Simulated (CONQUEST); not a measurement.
C under changes of volume

One of the cells (5.672 Å³/atom); the others are scaled copies at fixed shape and fractional positions:

```
C
1.0
     2.52207    0.00000    0.00000
     0.00000    2.52207    0.00000
     0.00000    0.00000    3.56674
C
4
Cartesian
  0.0000 1.2610 0.8917
  1.2610 0.0000 2.6751
  0.0000 0.0000 1.7834
  1.2610 1.2610 0.0000
```

This isn't the form of C at room conditions, which is graphite.

```yaml
Program: CONQUEST 1.3
Functional: PBE
Potentials_or_basis: PseudoDojo NC PBE, SZP, grid of 24 × 24 × 36 points
k_mesh: 10 × 10 × 8
Occupations: fermi-dirac, width 0.05 eV
Spin: no spin polarisation
```

```csv
volume (Å³/atom),energy over the lowest point (meV/atom),pressure (GPa),gap on the mesh (eV)
5.332,85.33,51.0,4.70
5.445,53.63,38.9,4.64
5.558,29.99,28.1,4.59
5.672,13.58,18.5,4.54
5.785,?,?,?
5.899,0.00,1.4,4.44
6.012,1.71,-6.1,4.40
```

Question: What does the run at 5.785 Å³/atom give?

Answer: Energy over the lowest point 3.85 meV/atom; pressure 9.2 GPa; gap on the mesh 4.49 eV.

Worked out: A Birch-Murnaghan fit of order 3 (a polynomial in V^(-2/3)) to the other rows has its minimum at 5.92 Å³/atom with B0 = V·E''(V) = 393 GPa and B' = 4.2. It gives 3.81 meV/atom at 5.785 Å³/atom, against the run's 3.85, and -dE/dV = 9.4 GPa, against 9.2. A straight line through the other rows of the gap, of slope -2.5 eV per unit of ln V, gives 4.49 eV, against the run's 4.49.

Energies are extrapolated to zero smearing.

Caveats: the atomic basis is small; the basis of atomic orbitals isn't converged, which shifts pressures, moduli and gaps; the real-space grid breaks the cell's symmetry a little (some runs).

A mesh can miss the band edges.
